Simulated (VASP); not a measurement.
# Si3Ge (P6/mmm) in VASP: settings compared

Aim: see how the results for Si3Ge move with the level of theory and the settings. Levels: HSE(alpha, omega), PBE, RPBE, vdW-DF2. Tasks: single point, relaxation of cell and atoms.

Program: VASP 6.6.1. These are calculated values, not measurements. Logs are shortened: lines on timing, memory, paths and dates and some standing lists are left out, and cuts for length are marked.

## Step 1: The structure

The structure is hexagonal, space group P6/mmm (No. 191). Conventional cell: a = 2.715 Å, b = 2.715 Å, c = 10.111 Å, α = 90.00°, β = 90.00°, γ = 120.00°. Si (site symmetry 6/mmm) has 8 Si at 2.46 to 2.72 Å as nearest neighbours. Si (site symmetry 6mm) is surrounded by 7 Si at 2.46 to 2.72 Å and 1 Ge at 2.59 Å. Ge (site symmetry 6/mmm) has 2 Si at 2.59 Å and 6 Ge at 2.71 to 2.72 Å as nearest neighbours.

The cell was built by a generator and needn't be a form met in nature.

## Step 2: Single point, HSE(alpha, omega)

File POSCAR:

```
Si3Ge
1.0
    2.7150000000      0.0000000000      0.0000000000
   -1.3575000000      2.3512600000      0.0000000000
    0.0000000000      0.0000000000     10.1106100000
Si Ge
3 1
Direct
    0.0000000000      0.0000000000      0.5000000000
    0.0000000000      0.0000000000      0.7435600000
    0.0000000000      0.0000000000      0.2564400000
    0.0000000000      0.0000000000      0.0000000000
```

File INCAR.step1:

```
ALGO = Normal
EDIFF = 1E-5
ENCUT = 520
GGA = PE
ISIF = 2
ISMEAR = -1
LASPH = True
LCHARG = False
LREAL = False
LWAVE = True
NELM = 80
PREC = Accurate
SIGMA = 0.05
```

File INCAR.step2:

```
AEXX = 0.25
ALGO = Normal
EDIFF = 1E-7
ENCUT = 520
GGA = PE
HFSCREEN = 0.1
ISIF = 2
ISMEAR = -1
ISTART = 1
LASPH = True
LCHARG = False
LHFCALC = True
LREAL = False
LWAVE = False
NELM = 80
PREC = Accurate
PRECFOCK = Fast
SIGMA = 0.05
```

File KPOINTS:

```
k-points
0
Gamma
  6 6 2
```

Potentials or basis: VASP PAW PBE potentials, release 64 (Si, Ge_d).

Started as:

```sh
> cat potpaw_PBE.64/Si/POTCAR potpaw_PBE.64/Ge_d/POTCAR > POTCAR
> cp INCAR.step1 INCAR
> mpirun -np 1 vasp_std > vasp.out
> cp INCAR.step2 INCAR
> mpirun -np 1 vasp_std > vasp.out
```

OUTCAR:

```text
AEXX = 0.25
   EDIFF = 1E-7
   ENCUT = 520
   GGA = PE
   HFSCREEN = 0.1
   ISIF = 2
   ISMEAR = -1
   ISTART = 1
   LASPH = True
   LHFCALC = True
   LREAL = False
   NELM = 80
   PREC = Accurate
   PRECFOCK = Fast

 ion  position               nearest neighbor table
   1  0.000  0.000  0.500-   2 2.46   3 2.46
   2  0.000  0.000  0.744-   1 2.46   4 2.59
   3  0.000  0.000  0.256-   1 2.46   4 2.59
   4  0.000  0.000  0.000-   2 2.59   3 2.59

  LATTYP: Found a hexagonal cell.
 ALAT       =     2.7150000000
 C/A-ratio  =     3.7239815838

  Lattice vectors:

 A1 = (   2.7150000000,   0.0000000000,   0.0000000000)
 A2 = (  -1.3575000000,   2.3512600000,   0.0000000000)
 A3 = (   0.0000000000,   0.0000000000,  10.1106100000)

Analysis of symmetry for initial positions (statically):
=====================================================================
 Subroutine PRICEL returns:
 Original cell was already a primitive cell.

 Routine SETGRP: Setting up the symmetry group for a
 hexagonal supercell.

 Subroutine GETGRP returns: Found 24 space group operations
 (whereof 24 operations were pure point group operations)
 out of a pool of 24 trial point group operations.

The static configuration has the point symmetry D_6h.

Analysis of symmetry for dynamics (positions and initial velocities):
=====================================================================
 Subroutine PRICEL returns:
 Original cell was already a primitive cell.

 Routine SETGRP: Setting up the symmetry group for a
 hexagonal supercell.

 Subroutine GETGRP returns: Found 24 space group operations
 (whereof 24 operations were pure point group operations)
 out of a pool of 24 trial point group operations.

The dynamic configuration has the point symmetry D_6h.

 Subroutine INISYM returns: Found 24 space group operations
 (whereof 24 operations are pure point group operations),
 and found     1 'primitive' translations

----------------------------------------------------------------------------------------

                                     Primitive cell

  volume of cell :      64.5428

  direct lattice vectors                    reciprocal lattice vectors
     2.715000000  0.000000000  0.000000000     0.368324125  0.212651940  0.000000000
    -1.357500000  2.351260000  0.000000000     0.000000000  0.425303880  0.000000000
     0.000000000  0.000000000 10.110610000     0.000000000  0.000000000  0.098906001

  length of vectors
     2.715000000  2.715000891 10.110610000     0.425304019  0.425303880  0.098906001

  position of ions in fractional coordinates (direct lattice)
     0.000000000  0.000000000  0.500000000
     0.000000000  0.000000000  0.743560000
     0.000000000  0.000000000  0.256440000
     0.000000000  0.000000000  0.000000000

  ion indices of the primitive-cell ions
   primitive index   ion index
                 1           1
                 2           2
                 3           3
                 4           4

----------------------------------------------------------------------------------------

 KPOINTS: k-points

Automatic generation of k-mesh.
 Grid dimensions read from file:
 generate k-points for:    6    6    2

 Generating k-lattice:

  Cartesian coordinates                     Fractional coordinates (reciprocal lattice)
     0.061387354  0.035441990  0.000000000     0.166666667  0.000000000  0.000000000
     0.000000000  0.070883980  0.000000000     0.000000000  0.166666667  0.000000000
     0.000000000  0.000000000  0.049453000     0.000000000  0.000000000  0.500000000

  Length of vectors
     0.070884003  0.070883980  0.049453000

  Shift w.r.t. Gamma in fractional coordinates (k-lattice)
     0.000000000  0.000000000  0.000000000

 Subroutine IBZKPT returns following result:
 ===========================================

 Found     14 irreducible k-points:

 Following reciprocal coordinates:
            Coordinates               Weight
  0.000000  0.000000  0.000000      1.000000
  0.166667  0.000000  0.000000      6.000000
  0.333333 -0.000000  0.000000      6.000000
  0.500000  0.000000  0.000000      3.000000
  0.166667  0.166667  0.000000      6.000000
  0.333333  0.166667  0.000000     12.000000
  0.333333  0.333333  0.000000      2.000000
  0.000000  0.000000  0.500000      1.000000
  0.166667  0.000000  0.500000      6.000000
  0.333333 -0.000000  0.500000      6.000000
  0.500000  0.000000  0.500000      3.000000
  0.166667  0.166667  0.500000      6.000000
  0.333333  0.166667  0.500000     12.000000
  0.333333  0.333333  0.500000      2.000000
   k-points           NKPTS =     14   k-points in BZ     NKDIM =     72   number of bands    NBANDS=     17
   number of dos      NEDOS =    301   number of ions     NIONS =      4
   total plane-waves  NPLWV =  32000
   dimension x,y,z NGX =    20 NGY =   20 NGZ =   80
   dimension x,y,z NGXF=    40 NGYF=   40 NGZF=  160
   ions per type =               3   1
   NGX,Y,Z   is equivalent  to a cutoff of  12.25, 12.25, 13.15 a.u.
   NGXF,Y,Z  is equivalent  to a cutoff of  24.49, 24.49, 26.31 a.u.
 SYSTEM =  unknown system
   PREC   = accura    normal or accurate (medium, high low for compatibility)
   ISTART =      1    job   : 0-new  1-cont  2-samecut
   ICHARG =      0    charge: 1-file 2-atom 10-const
   ISPIN  =      1    spin polarized calculation?
   LNONCOLLINEAR =      F non collinear calculations
   LSORBIT =      F    spin-orbit coupling
   LASPH  =      T    aspherical Exc in radial PAW
   ENCUT  =  520.0 eV  38.22 Ry    6.18 a.u.   5.05  5.05 18.80*2*pi/ulx,y,z
   NELM   =     80;   NELMIN=  2; NELMDL=  0     # of ELM steps
   EDIFF  = 0.1E-06   stopping-criterion for ELM
   LREAL  =      F    real-space projection
   EDIFFG = 0.1E-05   stopping-criterion for IOM
   NSW    =      0    number of steps for IOM
   IBRION =     -1    ionic relax: 0-MD 1-quasi-New 2-CG
   NFREE  =      0    steps in history (QN), initial steepest desc. (CG)
   ISIF   =      2    stress and relaxation
   ISYM   =      3    0-nonsym 1-usesym 2-fastsym
   POTIM  = 0.5000    time-step for ionic-motion
   TEBEG  =    0.0;   TEEND  =   0.0 temperature during run
   PSTRESS=    0.0 pullay stress
   NELECT =      26.0000    total number of electrons
   NUPDOWN=      -1.0000    fix difference up-down
   EMIN   =  10.00;   EMAX   =-10.00  energy-range for DOS
   EFERMI =   0.00;   METHOD = LEGACY
   ISMEAR =    -1;   SIGMA  =   0.05  broadening in eV -4-tet -1-fermi 0-gaus
   EFERMI_NEDOS =   21; number of points for ismear=-14 and -15
   IALGO  =     38    algorithm
   IMIX   =      1    mixing-type and parameters
     AMIX     =   0.40;   BMIX     =  1.00
     AMIX_MAG =   1.60;   BMIX_MAG =  1.00
  volume/ion in A,a.u.               =      16.14       108.89
  Fermi-wavevector in a.u.,A,eV,Ry     =   1.209066  2.284803 19.889548  1.461841
  Thomas-Fermi vector in A             =   2.344655
   LORBIT       =      0    0 simple, 1 ext, 2 COOP (PROOUT), +10 PAW based schemes
   GGA     = PE    functional components
   LHFCALC =     T    Hartree Fock is set to
   PRECFOCK=fast      Normal, Fast or Accurate (Low or Medium for compatibility)
   ENCUT4O =  -1.0   cutoff for four orbital integrals eV
   NKREDX  =     1    reduce k-point grid by
   NKREDY  =     1    reduce k-point grid by
   NKREDZ  =     1    reduce k-point grid by
   AEXX    =    0.2500 exact exchange contribution
   HFSCREEN=    0.1000 screening length (either q_TF or 0.3 A-1)
   HFSCREENC=   0.1000 screening length for correlation (either q_TF or 0.3 A-1)
   ENCUTFOCK=  -1.0 apply spherical cutoff to Coloumb kernel
   IVDW    =     0    specifies the selected vdW correction
   LEPSILON=     F    determine dielectric tensor
   LRPA    =     F    only Hartree local field effects (RPA)
 non-spin polarized calculation
  energy-cutoff  :      520.00
  volume of cell :       64.54
 maximum number of plane-waves:      1761
  NGX = 12; NGY = 12; NGZ = 48

 number of electron      25.9999986 magnetization

 Free energy of the ion-electron system (eV)
  ---------------------------------------------------
  ext. energy  EPLUGINS =         0.00000000
  ---------------------------------------------------
  free energy    TOTEN  =       -23.01921865 eV

  energy without entropy =      -23.00339234  energy(sigma->0) =      -23.01130549

 E-fermi :   8.8198     XC(G=0):  -8.8906

 val. band max:        8.6990100155   @ k =   0.1667   0.1667   0.0000
 cond. band min:       8.9173187384   @ k =   0.1667   0.1667   0.0000
 fundamental gap:      0.2183087228
 Fermi energy:         8.8198249937

 k-point     1 :       0.0000    0.0000    0.0000
  band No.  band energies     occupation
      1     -19.9663      2.00000
      2     -19.9663      2.00000
      3     -19.9331      2.00000
      4     -19.7763      2.00000
      5     -19.7763      2.00000
      6      -7.2340      2.00000
[... 9 lines left out ...]
     16      18.8778      0.00000
     17      20.1010      0.00000

 k-point     2 :       0.1667    0.0000    0.0000
  band No.  band energies     occupation
      1     -19.9835      2.00000
      2     -19.9187      2.00000
      3     -19.8952      2.00000
      4     -19.8043      2.00000
      5     -19.7823      2.00000
      6      -6.4183      2.00000
[... 9 lines left out ...]
     16      16.5745      0.00000
     17      17.7569      0.00000

 k-point     3 :       0.3333   -0.0000    0.0000
  band No.  band energies     occupation
      1     -20.0245      2.00000
      2     -19.8594      2.00000
      3     -19.8224      2.00000
      4     -19.8162      2.00000
      5     -19.7943      2.00000
      6      -3.9776      2.00000
[... 192 lines left out ...]
 k-point    13 :       0.3333    0.1667    0.5000
  band No.  band energies     occupation
      1     -19.9891      2.00000
      2     -19.8720      2.00000
      3     -19.8334      2.00000
      4     -19.8148      2.00000
      5     -19.7767      2.00000
      6      -1.2561      2.00000
[... 9 lines left out ...]
     16       9.4187      0.00001
     17       9.6302      0.00000

 k-point    14 :       0.3333    0.3333    0.5000
  band No.  band energies     occupation
      1     -19.8884      2.00000
      2     -19.8884      2.00000
      3     -19.8516      2.00000
      4     -19.8516      2.00000
      5     -19.7924      2.00000
      6       1.4940      2.00000
[... 9 lines left out ...]
     16       6.6651      2.00000
     17       6.6651      2.00000

------------------------ aborting loop because EDIFF is reached ----------------------------------------

  FORCE on cell =-STRESS in cart. coord.  units (eV):
  Direction    XX          YY          ZZ          XY          YZ          ZX
  --------------------------------------------------------------------------------------
  -------------------------------------------------------------------------------------
  Total       -3.7556878     -3.7556911      3.1283733      0.0000000      0.0000000      0.0000000
  in kB      -93.2292552    -93.2293368     77.6571245      0.0000000      0.0000000      0.0000000
  external PRESSURE =     -36.2671559 kB  Pullay stress =       0.0000000 kB

 VOLUME and BASIS-vectors are now :
 -----------------------------------------------------------------------------
  energy-cutoff  :      520.00
  volume of cell :       64.54
      direct lattice vectors                 reciprocal lattice vectors
     2.715000000  0.000000000  0.000000000     0.368324125  0.212651940  0.000000000
    -1.357500000  2.351260000  0.000000000     0.000000000  0.425303880  0.000000000
     0.000000000  0.000000000 10.110610000     0.000000000  0.000000000  0.098906001

 POSITION                                       TOTAL-FORCE (eV/Angst)
 -----------------------------------------------------------------------------------
      0.00000      0.00000      5.05530        -0.000000      0.000000      0.000000
      0.00000      0.00000      7.51785         0.000000      0.000000     -0.126997
      0.00000      0.00000      2.59276        -0.000000      0.000000      0.126997
      0.00000      0.00000      0.00000         0.000000      0.000000      0.000000
 -----------------------------------------------------------------------------------
    total drift:                                0.000000      0.000001      0.000000

  FREE ENERGIE OF THE ION-ELECTRON SYSTEM (eV)
  ---------------------------------------------------
  free  energy   TOTEN  =       -23.0192186467 eV

  energy  without entropy=      -23.0033923392  energy(sigma->0) =      -23.01130549
```

Run time: 30 min. Hardware: 1 thread of Intel Xeon Platinum 8488C (Sapphire Rapids), shared host; peak memory 0.28 GiB.

What came out:

- Free energy: -23.0192 eV
- Pressure: -3.6 GPa
- Largest force: 0.127 eV/Å

Forces on the atoms (eV/Å):
```
Si   0.000  0.000  0.000
Si   0.000  0.000 -0.127
Si   0.000  0.000  0.127
Ge   0.000  0.000  0.000
```

Caveat: the k mesh is coarse (spacing up to 0.45 Å⁻¹), so the values aren't converged, least of all with exact exchange; the bands computed are all filled at some k points, so no gap is given; the PAW data sets were made with another functional, which shifts forces and pressure a little.

## Step 3: Relaxation of cell and atoms, PBE

File INCAR:

```
SYSTEM = Si3Ge
ALGO = Normal
EDIFF = 1E-6
EDIFFG = -0.01
ENCUT = 600
GGA = PE
IBRION = 2
ISIF = 3
ISMEAR = 0
LASPH = .True.
LCHARG = .False.
LREAL = .False.
LWAVE = .False.
NELM = 80
NSW = 40
PREC = Accurate
SIGMA = 0.05
```

File KPOINTS:

```
k-points
0
Gamma
  11 11 3
  0 0 0
```

POSCAR is that of step 2.

Potentials or basis: VASP PAW PBE potentials, release 64 (Si, Ge_d).

Started as:

```sh
> cat potpaw_PBE.64/Si/POTCAR potpaw_PBE.64/Ge_d/POTCAR > POTCAR
> mpirun -np 1 vasp_std > vasp.out
```

OUTCAR:

```text
SYSTEM = Si3Ge
   EDIFF = 1E-6
   EDIFFG = -0.01
   ENCUT = 600
   GGA = PE
   IBRION = 2
   ISIF = 3
   ISMEAR = 0
   LASPH = .True.
   LREAL = .False.
   NELM = 80
   NSW = 40
   PREC = Accurate

 ion  position               nearest neighbor table
   1  0.000  0.000  0.500-   2 2.46   3 2.46
   2  0.000  0.000  0.744-   1 2.46   4 2.59
   3  0.000  0.000  0.256-   1 2.46   4 2.59
   4  0.000  0.000  0.000-   2 2.59   3 2.59

  LATTYP: Found a hexagonal cell.
 ALAT       =     2.7150000000
 C/A-ratio  =     3.7239815838

  Lattice vectors:

 A1 = (   2.7150000000,   0.0000000000,   0.0000000000)
 A2 = (  -1.3575000000,   2.3512600000,   0.0000000000)
 A3 = (   0.0000000000,   0.0000000000,  10.1106100000)

Analysis of symmetry for initial positions (statically):
=====================================================================
 Subroutine PRICEL returns:
 Original cell was already a primitive cell.

 Routine SETGRP: Setting up the symmetry group for a
 hexagonal supercell.

 Subroutine GETGRP returns: Found 24 space group operations
[... 175 lines left out ...]

  FORCE on cell =-STRESS in cart. coord.  units (eV):
  Direction    XX          YY          ZZ          XY          YZ          ZX
  --------------------------------------------------------------------------------------
  -------------------------------------------------------------------------------------
  Total       -0.6057373     -0.6057378      1.7350910      0.0000000      0.0000000      0.0000000
  in kB      -15.0365090    -15.0365221     43.0710027      0.0000000      0.0000000      0.0000000
  external PRESSURE =       4.3326572 kB  Pullay stress =       0.0000000 kB
[... 177 lines left out ...]
--------------------------------------- Ionic step        6  -------------------------------------------

 number of electron      26.0000011 magnetization

 Free energy of the ion-electron system (eV)
  ---------------------------------------------------
  ext. energy  EPLUGINS =         0.00000000
  ---------------------------------------------------
  free energy    TOTEN  =       -19.40666391 eV

  energy without entropy =      -19.40509176  energy(sigma->0) =      -19.40587783

 E-fermi :   8.4241     XC(G=0): -11.0074

 val. band max:        8.3526356376   @ k =   0.3636   0.1818   0.3333
 cond. band min:       8.4325830303   @ k =   0.2727  -0.0000   0.0000
 fundamental gap:      0.0799473927
 Fermi energy:         8.4240906351

 k-point     1 :       0.0000    0.0000    0.0000
  band No.  band energies     occupation
      1     -16.3170      2.00000
      2     -16.3170      2.00000
      3     -16.3053      2.00000
      4     -16.1426      2.00000
      5     -16.1426      2.00000
      6      -5.2439      2.00000
[... 457 lines left out ...]
      4     -16.1961      2.00000
      5     -16.1567      2.00000
      6      -3.5771      2.00000
[... 9 lines left out ...]
     16      12.9355      0.00000
     17      13.6786      0.00000

 [... further k-points ...]
[... 5 lines left out ...]
  --------------------------------------------------------------------------------------
  -------------------------------------------------------------------------------------
  Total        0.0060287      0.0060287      0.0390608      0.0000000      0.0000000      0.0000000
  in kB        0.1491197      0.1491198      0.9661712      0.0000000      0.0000000      0.0000000
  external PRESSURE =       0.4214703 kB  Pullay stress =       0.0000000 kB
[... 19 lines left out ...]
  FREE ENERGIE OF THE ION-ELECTRON SYSTEM (eV)
  ---------------------------------------------------
  free  energy   TOTEN  =       -19.4066639071 eV

  energy  without entropy=      -19.4050917586  energy(sigma->0) =      -19.40587783

 reached required accuracy - stopping structural energy minimisation
```

CONTCAR:

```text
Si3Ge
   1.00000000000000
     2.7025895651433238    0.0000000000000000    0.0000000000000000
    -1.3512947825716619    2.3405122340392985   -0.0000000000000000
     0.0000000000000000    0.0000000000000000   10.2401487440108934
  Si              Ge
     3     1
Direct
     0.0000000000000000    0.0000000000000000    0.5000000000000000
     0.0000000000000000    0.0000000000000000    0.7435171662846858
     0.0000000000000000    0.0000000000000000    0.2564828337153143
     0.0000000000000000    0.0000000000000000    0.0000000000000000

  0.00000000E+00  0.00000000E+00  0.00000000E+00
  0.00000000E+00  0.00000000E+00  0.00000000E+00
  0.00000000E+00  0.00000000E+00  0.00000000E+00
  0.00000000E+00  0.00000000E+00  0.00000000E+00
```

Run time: 1.7 min. Hardware: 1 thread of Intel Xeon Platinum 8259CL at 2.50GHz (Skylake/Cascade Lake), shared host; peak memory 0.23 GiB.

What came out:

```
Free energy                            : -19.4067 eV
Relaxed volume                         : 16.19 Å³/atom
Relaxed cell                           : a = 2.703 Å, b = 2.703 Å, c = 10.240 Å, α = 90.00°, β = 90.00°, γ = 120.00°
Space group after relaxing (to 0.05 Å) : P6/mmm (No. 191)
Energy gained by relaxing              : 3.5 meV/atom
Ionic steps                            : 6
Pressure after relaxing                : 0.0 GPa
Largest force after relaxing           : 0.010 eV/Å
```

Forces in eV/Å, atoms in the order of the input:
```
Si   0.000  0.000  0.000
Si   0.000  0.000 -0.010
Si   0.000  0.000  0.010
Ge   0.000  0.000  0.000
```

The path:
| step | energy change (eV) | largest force (eV/Å) | pressure (GPa) | volume (Å³) |
| --- | --- | --- | --- | --- |
| 1 | 0.0000 | 0.0076 | 0.43 | 64.54 |
| 2 | -0.0101 | 0.0017 | -0.22 | 64.93 |
| 3 | -0.0141 | 0.0148 | -0.05 | 64.80 |
| 4 | -0.0141 | 0.0148 | -0.01 | 64.79 |
| 5 | -0.0141 | 0.0149 | -0.01 | 64.79 |
| 6 | -0.0141 | 0.0097 | 0.04 | 64.77 |

Final structure:
```yaml
crystal:
  lattice:
    - [2.70259, 0.00000, 0.00000]
    - [-1.35129, 2.34051, 0.00000]
    - [0.00000, 0.00000, 10.24015]
  atoms:
    - { symbol: Si, position: [0.00000, 0.00000, 0.50000] }
    - { symbol: Si, position: [0.00000, 0.00000, 0.74352] }
    - { symbol: Si, position: [0.00000, 0.00000, 0.25648] }
    - { symbol: Ge, position: [0.00000, 0.00000, 0.00000] }
```

Caveat: the bands computed are all filled at some k points, so no gap is given.

(Part 1 of 2 ends here.)
